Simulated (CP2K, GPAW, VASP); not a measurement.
**One calculation of ZnS, 3 ways**

```xyz
8
Lattice="3.8227 0.0000 0.0000 -1.9114 3.3106 0.0000 0.0000 0.0000 12.5200" Properties=species:S:1:pos:R:3 pbc="T T T"
Zn    1.9114    1.1035    9.3900
Zn    0.0000    2.2070    3.1300
Zn    0.0000    0.0000    6.2600
Zn    0.0000    0.0000    0.0000
S     1.9114    1.1035   11.7375
S     0.0000    2.2070    5.4775
S     0.0000    0.0000    8.6075
S     0.0000    0.0000    2.3475
```

Alike in all runs: task single point; functional PBE; k mesh 8 × 8 × 3; occupations gaussian, width 0.014 eV; no spin polarisation; no spin-orbit coupling. Pressure is positive in compression and, in plane waves, holds the error of the finite cutoff.

```csv
program and potentials,plane-wave cutoff (eV),notes,pressure (GPa)
"GPAW, GPAW PAW data sets (gpaw-data 1.2.1)",600,-,1.35
"CP2K, POTENTIAL_UZH Zn GTH-PBE-q12, S GTH-PBE-q6; TZVP-MOLOPT-PBE-GTH basis",-,atomic basis,1.78
"VASP, PBE PAW files S, Zn, 520 eV",520,-,1.49
```

Force on atom 8 (S), eV/Å:

```json
{"program and potentials": "GPAW, GPAW PAW data sets (gpaw-data 1.2.1)", "x": "0.000", "y": "0.000", "z": "-0.044"}
{"program and potentials": "VASP, PBE PAW files S, Zn, 520 eV", "x": "0.000", "y": "0.000", "z": "-0.044"}
```

The pressure spans 1.35 (GPAW, GPAW PAW data sets (gpaw-data 1.2.1)) to 1.78 GPa (CP2K, POTENTIAL_UZH Zn GTH-PBE-q12, S GTH-PBE-q6; TZVP-MOLOPT-PBE-GTH basis). Rows in atomic bases carry the error of their basis and grid, which can be large.

The functional is the same throughout but for its coding, so the spread measures potentials, basis and numerics; runs on potential files found faulty are left out.
